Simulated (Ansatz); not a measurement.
Geometry optimisation in Ansatz: input, command and trajectory.

```yaml
crystal:
  lattice:
    - [-2.588912804, 4.6904934118, 4.392325835]
    - [2.588912804, -4.6904934118, 4.392325835]
    - [2.6530542847, 4.7258962333, -4.392325835]
  atoms:
    - { symbol: Si, position: [0.9275554424, 0.844101521, 0.0834539215] }
    - { symbol: Si, position: [0.7393524005, 0.155898479, 0.5834539215] }
    - { symbol: Si, position: [0.0724445576, 0.155898479, 0.9165460785] }
    - { symbol: Si, position: [0.2606475995, 0.844101521, 0.4165460785] }
    - { symbol: O, position: [0.1278353228, 0.8778353228, 0.25] }
    - { symbol: O, position: [0.8721646772, 0.1221646772, 0.75] }
    - { symbol: O, position: [0.7902925021, 0.5, 0.7902925021] }
    - { symbol: O, position: [0.2097074979, 0.0, 0.7097074979] }
    - { symbol: O, position: [0.2097074979, 0.5, 0.2097074979] }
    - { symbol: O, position: [0.7902925021, 0.0, 0.2902925021] }
    - { symbol: O, position: [0.0, 0.0, 0.0] }
    - { symbol: O, position: [0.5, 0.0, 0.5] }
basis:
  ecutwfc: 420
kpoints:
  mp_grid: { grid: [6, 6, 6] }
hamiltonian:
  xc: lda
scf:
  occupations: { method: gaussian, width: 0.02 }
output:
  forces: true
  stress: true
  eigenvalues: true
  write_density: true
  write_potential: true
  elf: true
  volumetric_format: npy
relax:
  adjacent_minimum: "off"
  f_tol: 0.008
  max_steps: 40
  cell: { stress_tol: 0.015, fix: [a, b, gamma] }
```

```bash
ansatz run input.yaml --threads 2 --pin off --max-ram 5120MiB --backend cpu --events-out ev --progress --plain --runs-dir out
```

Level of theory: DFT LDA, scalar-relativistic, plane waves, PAW in Ansatz 0.2.0.

Of 16 frames 10 are shown, positions in Å and forces in eV/Å; the SCF threshold varies from step to step. Steps run on the plane waves of an earlier cell, with a Pulay correction in the pressure. The basis is chosen afresh for the last frame, the zero of the energies, and at times for earlier ones too; energy and pressure step there, also at an unchanged geometry.

```xyz
12
Lattice="-2.5889 4.6905 4.3923 2.5889 -4.6905 4.3923 2.6531 4.7259 -4.3923" Properties=species:S:1:pos:R:3:forces:R:3 pbc="T T T" step=1 free_energy_over_end_meV_per_atom=3.45 pressure_GPa=2.01
Si    0.0054    0.7858    7.4151   -0.1620   -0.0410   -0.3722
Si    0.0374    5.4940    1.3695   -0.1620   -0.0410    0.3722
Si    2.6477    3.9401   -3.0228    0.1620    0.0410    0.3722
Si    2.6156   -0.7681    3.0228    0.1620    0.0410   -0.3722
O     2.6049   -2.3364    3.3192    0.0000    0.0000    0.1145
O     0.0481    7.0623    1.0732    0.0000    0.0000   -0.1145
O     1.3451    5.0965    2.1962    0.2242   -0.0667    0.1482
O     1.3400    4.3376   -2.1962   -0.2242    0.0667    0.1482
O     1.3079   -0.3706    2.1962   -0.2242    0.0667   -0.1482
O    -1.2758    5.0788    2.1962    0.2242   -0.0667   -0.1482
O     0.0000    0.0000    0.0000    0.0000    0.0000    0.0000
O     0.0321    4.7082    0.0000    0.0000    0.0000    0.0000
12
Lattice="-2.5788 4.6961 4.3923 2.5788 -4.6961 4.3923 2.6789 4.7515 -4.3923" Properties=species:S:1:pos:R:3:forces:R:3 pbc="T T T" step=3 free_energy_over_end_meV_per_atom=2.56 pressure_GPa=0.93
Si    0.0195    0.7861    7.4062   -0.0347    0.0281    0.0164
Si    0.0696    5.5099    1.3784   -0.0347    0.0281   -0.0164
Si    2.6594    3.9654   -3.0139    0.0347   -0.0281   -0.0164
Si    2.6093   -0.7584    3.0139    0.0347   -0.0281    0.0164
O     2.6038   -2.3342    3.3101    0.0000    0.0000   -0.0139
O     0.0751    7.0857    1.0822    0.0000    0.0000    0.0139
O     1.3878    5.1116    2.1952    0.0258   -0.0298   -0.0375
O     1.3411    4.3637   -2.1972   -0.0258    0.0298   -0.0375
O     1.2911   -0.3601    2.1972   -0.0258    0.0298    0.0375
O    -1.2410    5.0839    2.1972    0.0258   -0.0298    0.0375
O     0.0000    0.0000    0.0000    0.0000    0.0000    0.0000
O     0.0501    4.7238    0.0000    0.0000    0.0000    0.0000
12
Lattice="-2.5740 4.6987 4.3923 2.5740 -4.6987 4.3923 2.6805 4.7578 -4.3923" Properties=species:S:1:pos:R:3:forces:R:3 pbc="T T T" step=4 free_energy_over_end_meV_per_atom=2.42 pressure_GPa=0.92
Si    0.0275    0.7884    7.4074   -0.0290    0.0306    0.0168
Si    0.0808    5.5167    1.3772   -0.0290    0.0306   -0.0168
Si    2.6530    3.9694   -3.0151    0.0290   -0.0306   -0.0168
Si    2.5997   -0.7589    3.0151    0.0290   -0.0306    0.0168
O     2.6006   -2.3346    3.3126    0.0000    0.0000   -0.0087
O     0.0799    7.0924    1.0797    0.0000    0.0000    0.0087
O     1.4058    5.1202    2.1839    0.0184   -0.0311   -0.0429
O     1.3280    4.3658   -2.2084   -0.0184    0.0311   -0.0429
O     1.2748   -0.3624    2.2084   -0.0184    0.0311    0.0429
O    -1.2215    5.0907    2.2084    0.0184   -0.0311    0.0429
O     0.0000    0.0000    0.0000    0.0000    0.0000    0.0000
O     0.0533    4.7283    0.0000    0.0000    0.0000    0.0000
12
Lattice="-2.5111 4.7326 4.3923 2.5111 -4.7326 4.3923 2.6835 4.8292 -4.3923" Properties=species:S:1:pos:R:3:forces:R:3 pbc="T T T" step=6 free_energy_over_end_meV_per_atom=0.83 pressure_GPa=0.15
Si    0.1222    0.8211    7.4264   -0.0156   -0.0227   -0.0004
Si    0.2084    5.6020    1.3583   -0.0156   -0.0227    0.0004
Si    2.5614    4.0081   -3.0340    0.0156    0.0227    0.0004
Si    2.4751   -0.7728    3.0340    0.0156    0.0227   -0.0004
O     2.5542   -2.3422    3.3666    0.0000    0.0000   -0.0014
O     0.1293    7.1713    1.0257    0.0000    0.0000    0.0014
O     1.6138    5.2372    2.0403    0.0172    0.0091    0.0030
O     1.1560    4.3728   -2.3520   -0.0172   -0.0091    0.0030
O     1.0698   -0.4080    2.3520   -0.0172   -0.0091   -0.0030
O    -0.9836    5.1889    2.3520    0.0172    0.0091   -0.0030
O     0.0000    0.0000    0.0000    0.0000    0.0000    0.0000
O     0.0862    4.7809    0.0000    0.0000    0.0000    0.0000
12
Lattice="-2.5053 4.7357 4.3923 2.5053 -4.7357 4.3923 2.6863 4.8370 -4.3923" Properties=species:S:1:pos:R:3:forces:R:3 pbc="T T T" step=8 free_energy_over_end_meV_per_atom=0.84 pressure_GPa=-0.02
Si    0.1287    0.8241    7.4279   -0.0004   -0.0005    0.0001
Si    0.2192    5.6104    1.3567   -0.0004   -0.0005   -0.0001
Si    2.5575    4.0130   -3.0356    0.0004    0.0005   -0.0001
Si    2.4670   -0.7734    3.0356    0.0004    0.0005    0.0001
O     2.5505   -2.3425    3.3715    0.0000    0.0000    0.0000
O     0.1357    7.1795    1.0208    0.0000    0.0000    0.0000
O     1.6308    5.2511    2.0310   -0.0002    0.0002   -0.0011
O     1.1460    4.3723   -2.3613    0.0002   -0.0002   -0.0011
O     1.0555   -0.4141    2.3613    0.0002   -0.0002    0.0011
O    -0.9650    5.2004    2.3613   -0.0002    0.0002    0.0011
O     0.0000    0.0000    0.0000    0.0000    0.0000    0.0000
O     0.0905    4.7864    0.0000    0.0000    0.0000    0.0000
12
Lattice="-2.5053 4.7357 4.3923 2.5053 -4.7357 4.3923 2.6863 4.8370 -4.3923" Properties=species:S:1:pos:R:3:forces:R:3 pbc="T T T" step=9 free_energy_over_end_meV_per_atom=0.09 pressure_GPa=0.04
Si    0.1287    0.8241    7.4279    0.0001   -0.0013   -0.0004
Si    0.2192    5.6104    1.3567    0.0001   -0.0013    0.0004
Si    2.5575    4.0130   -3.0356   -0.0001    0.0013    0.0004
Si    2.4670   -0.7734    3.0356   -0.0001    0.0013   -0.0004
O     2.5505   -2.3425    3.3715    0.0000    0.0000    0.0000
O     0.1357    7.1795    1.0208    0.0000    0.0000    0.0000
O     1.6308    5.2511    2.0310    0.0000    0.0008   -0.0010
O     1.1460    4.3723   -2.3613    0.0000   -0.0008   -0.0010
O     1.0555   -0.4141    2.3613    0.0000   -0.0008    0.0010
O    -0.9650    5.2004    2.3613    0.0000    0.0008    0.0010
O     0.0000    0.0000    0.0000    0.0000    0.0000    0.0000
O     0.0905    4.7864    0.0000    0.0000    0.0000    0.0000
12
Lattice="-2.4865 4.7456 4.3923 2.4865 -4.7456 4.3923 2.6907 4.8602 -4.3923" Properties=species:S:1:pos:R:3:forces:R:3 pbc="T T T" step=11 free_energy_over_end_meV_per_atom=0.06 pressure_GPa=-0.18
Si    0.1406    0.8342    7.4336   -0.0040   -0.0073   -0.0033
Si    0.2428    5.6371    1.3510   -0.0040   -0.0073    0.0033
Si    2.5501    4.0260   -3.0413    0.0040    0.0073    0.0033
Si    2.4480   -0.7769    3.0413    0.0040    0.0073   -0.0033
O     2.5375   -2.3442    3.3883    0.0000    0.0000    0.0000
O     0.1532    7.2043    1.0040    0.0000    0.0000    0.0000
O     1.6616    5.2885    2.0168    0.0041    0.0040    0.0062
O     1.1313    4.3746   -2.3756   -0.0041   -0.0040    0.0062
O     1.0291   -0.4283    2.3756   -0.0041   -0.0040   -0.0062
O    -0.9270    5.2312    2.3756    0.0041    0.0040   -0.0062
O     0.0000    0.0000    0.0000    0.0000    0.0000    0.0000
O     0.1021    4.8029    0.0000    0.0000    0.0000    0.0000
12
Lattice="-2.4867 4.7455 4.3923 2.4867 -4.7455 4.3923 2.6907 4.8598 -4.3923" Properties=species:S:1:pos:R:3:forces:R:3 pbc="T T T" step=13 free_energy_over_end_meV_per_atom=0.06 pressure_GPa=-0.15
Si    0.1397    0.8340    7.4336    0.0000    0.0000    0.0000
Si    0.2416    5.6367    1.3511    0.0000    0.0000    0.0000
Si    2.5510    4.0258   -3.0413    0.0000    0.0000    0.0000
Si    2.4491   -0.7768    3.0413    0.0000    0.0000    0.0000
O     2.5377   -2.3441    3.3884    0.0000    0.0000   -0.0001
O     0.1530    7.2040    1.0039    0.0000    0.0000    0.0001
O     1.6596    5.2881    2.0184    0.0000    0.0000    0.0000
O     1.1330    4.3744   -2.3740    0.0000    0.0000    0.0000
O     1.0311   -0.4283    2.3740    0.0000    0.0000    0.0000
O    -0.9291    5.2309    2.3740    0.0000    0.0000    0.0000
O     0.0000    0.0000    0.0000    0.0000    0.0000    0.0000
O     0.1020    4.8026    0.0000    0.0000    0.0000    0.0000
12
Lattice="-2.4867 4.7455 4.3923 2.4867 -4.7455 4.3923 2.6907 4.8598 -4.3923" Properties=species:S:1:pos:R:3:forces:R:3 pbc="T T T" step=14 free_energy_over_end_meV_per_atom=0.01 pressure_GPa=-0.14
Si    0.1397    0.8340    7.4336    0.0001   -0.0002   -0.0002
Si    0.2416    5.6367    1.3511    0.0001   -0.0002    0.0002
Si    2.5510    4.0258   -3.0413   -0.0001    0.0002    0.0002
Si    2.4491   -0.7768    3.0413   -0.0001    0.0002   -0.0002
O     2.5377   -2.3441    3.3884    0.0000    0.0000    0.0000
O     0.1530    7.2040    1.0039    0.0000    0.0000    0.0000
O     1.6596    5.2881    2.0184    0.0000    0.0001    0.0000
O     1.1330    4.3744   -2.3740    0.0000   -0.0001    0.0000
O     1.0311   -0.4283    2.3740    0.0000   -0.0001    0.0000
O    -0.9291    5.2309    2.3740    0.0000    0.0001    0.0000
O     0.0000    0.0000    0.0000    0.0000    0.0000    0.0000
O     0.1020    4.8026    0.0000    0.0000    0.0000    0.0000
12
Lattice="-2.4842 4.7468 4.3923 2.4842 -4.7468 4.3923 2.6912 4.8629 -4.3923" Properties=species:S:1:pos:R:3:forces:R:3 pbc="T T T" step=16 free_energy_over_end_meV_per_atom=0.00 pressure_GPa=-0.16
Si    0.1409    0.8353    7.4343    0.0002    0.0001    0.0001
Si    0.2444    5.6401    1.3503    0.0002    0.0001   -0.0001
Si    2.5502    4.0276   -3.0420   -0.0002   -0.0001   -0.0001
Si    2.4467   -0.7773    3.0420   -0.0002   -0.0001    0.0001
O     2.5359   -2.3444    3.3904    0.0000    0.0000    0.0002
O     0.1552    7.2072    1.0019    0.0000    0.0000   -0.0002
O     1.6631    5.2928    2.0169    0.0001    0.0002   -0.0002
O     1.1316    4.3749   -2.3754   -0.0001   -0.0002   -0.0002
O     1.0281   -0.4300    2.3754   -0.0001   -0.0002    0.0002
O    -0.9246    5.2348    2.3754    0.0001    0.0002    0.0002
O     0.0000    0.0000    0.0000    0.0000    0.0000    0.0000
O     0.1035    4.8048    0.0000    0.0000    0.0000    0.0000
```

It took 5.7 min on 2 threads of Arm Neoverse V2, with other jobs on the host, peak memory 0.75 GiB.